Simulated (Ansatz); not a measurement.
# Si: relaxation of cell and atoms with r2SCAN

The system is Si.

```
Si
1.0
     4.37522   -2.57734    0.00000
     4.37522    2.57734    0.00000
     0.00000    0.00000    5.18307
Si
8
Direct
  0.79429 0.79429 0.00000
  0.29429 0.29429 0.50000
  0.20572 0.20572 0.00000
  0.70571 0.70571 0.50000
  0.15562 0.84438 0.67413
  0.84438 0.15562 0.32587
  0.34438 0.65562 0.17413
  0.65562 0.34438 0.82587
```

This isn't the form of Si at room conditions, which is diamond.

```
Program             : Ansatz 0.2.0
Task                : relaxation of cell and atoms
Functional          : r2SCAN
Potentials or basis : Ansatz PAW
Cutoff              : 500 eV (not typed: the program's choice for these potentials)
k mesh              : 6 × 6 × 5
Occupations         : fermi-dirac, width 0.05 eV
Spin                : no spin polarisation
```

```
Relaxed volume                         : 14.31 Å³/atom
Relaxed cell                           : a = 5.036 Å, b = 5.036 Å, c = 5.143 Å, α = 90.00°, β = 90.00°, γ = 61.32°
Space group after relaxing (to 0.05 Å) : Cmce (No. 64)
Energy gained by relaxing              : 2.6 meV/atom
Ionic steps                            : 6
Pressure after relaxing                : 0.0 GPa
Largest force after relaxing           : 0.008 eV/Å
Band gap on the k mesh                 : none (metal or under the smearing width)
```

Forces on the atoms (eV/Å):
```
Si   0.001  0.000  0.000
Si   0.001  0.000  0.000
Si  -0.001  0.000  0.000
Si  -0.001  0.000  0.000
Si   0.000  0.007  0.004
Si   0.000 -0.007 -0.004
Si   0.000 -0.007  0.004
Si   0.000  0.007 -0.004
```

Step by step:
```tsv
step	energy change (eV)	largest force (eV/Å)	volume (Å³)
1	0.0000	0.1350	116.89
2	-0.0180	0.0715	114.96
3	-0.0199	0.0118	114.23
4	-0.0205	0.0089	114.37
5	-0.0206	0.0079	114.46
6	-0.0204	0.0079	114.46
```

Final structure:
```
Si
1.0
     4.33237   -2.56844    0.00000
     4.33237    2.56844    0.00000
     0.00000    0.00000    5.14313
Si
8
Cartesian
  6.8835 0.0000 0.0000
  2.5511 0.0000 2.5716
  1.7813 0.0000 0.0000
  6.1136 0.0000 2.5716
  4.3324 1.7804 3.4653
  4.3324 -1.7804 1.6778
  4.3324 0.7880 0.8937
  4.3324 -0.7880 4.2494
```

Levels at points of the mesh, in eV from the Fermi level:
```
             k point  band 14  band 15  band 16  band 17  band 18  band 19
  (0.00, 0.00, 0.00)    -2.61    -2.49    -2.11    -1.67    -1.61    -1.42
 (0.00, -0.50, 0.00)    -2.27    -1.68    -1.68     1.42     1.42     3.01
(-0.50, -0.50, 0.00)    -1.99    -1.46    -1.37     1.26     2.40     2.76
```

It took 39 s on 4 threads of Intel(R) Xeon(R) Processor @ 2.50GHz (Skylake/Cascade Lake), on a shared host, peak memory 0.78 GiB.

Caveat: the plane-wave basis is chosen anew once the cell has moved, so the energies of steps on either side of that aren't comparable; the PAW data sets come from PBE, with cores solved anew for the run's functional, which leaves a small shift of forces and pressure.
